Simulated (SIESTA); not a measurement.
The system is SnO.

```xyz
4
Lattice="3.8137 0.0000 0.0000 0.0000 3.8137 0.0000 0.0000 0.0000 4.8869" Properties=species:S:1:pos:R:3 pbc="T T T"
Sn    1.9068    0.0000    3.7367
Sn    0.0000    1.9068    1.1503
O     0.0000    0.0000    0.0000
O     1.9068    1.9068    0.0000
```

The cell is a database's computed one.

Base run:

```yaml
Program: SIESTA 5.4.2
Functional: vdW-DF-cx
Potentials_or_basis: PseudoDojo 0.4 standard (PBE files)
Basis: DZP (energy shift 0.003 Ry; two zetas on semicore shells)
Grid_cutoff: 800 Ry
Energy_shift: 0.003 Ry
k_mesh: 7 × 7 × 6
Occupations: fermi-dirac, width 0.05 eV
Spin: no spin polarisation
```

Its results: band gap on the k mesh 0.41 eV, indirect (least direct gap 1.95 eV); pressure 3.9 GPa; largest force 0.851 eV/Å.

After a change of settings the same cell gave: band gap on the k mesh 0.58 eV, indirect (least direct gap 2.12 eV); pressure 11.6 GPa; largest force 1.180 eV/Å. Which change was it?
A. functional from vdW-DF-cx to AM05; potentials or basis from PseudoDojo 0.4 standard (PBE files) to PseudoDojo 0.4 standard (PBEsol files)
B. functional from vdW-DF-cx to LDA; potentials or basis from PseudoDojo 0.4 standard (PBE files) to PseudoDojo 0.4 standard (LDA files)
C. functional from vdW-DF-cx to PBEsol; potentials or basis from PseudoDojo 0.4 standard (PBE files) to PseudoDojo 0.4 standard (PBEsol files)
D. functional from vdW-DF-cx to BLYP

D.

Caveats: the potentials were made for another functional, which shifts forces and pressure; spin-orbit coupling is left out, which moves the levels of the heavy elements; the mesh misses the band edges, which the band path finds closer together; the basis of atomic orbitals isn't converged, which shifts pressures, moduli and gaps.

Runs at the PBE level aren't shown here.
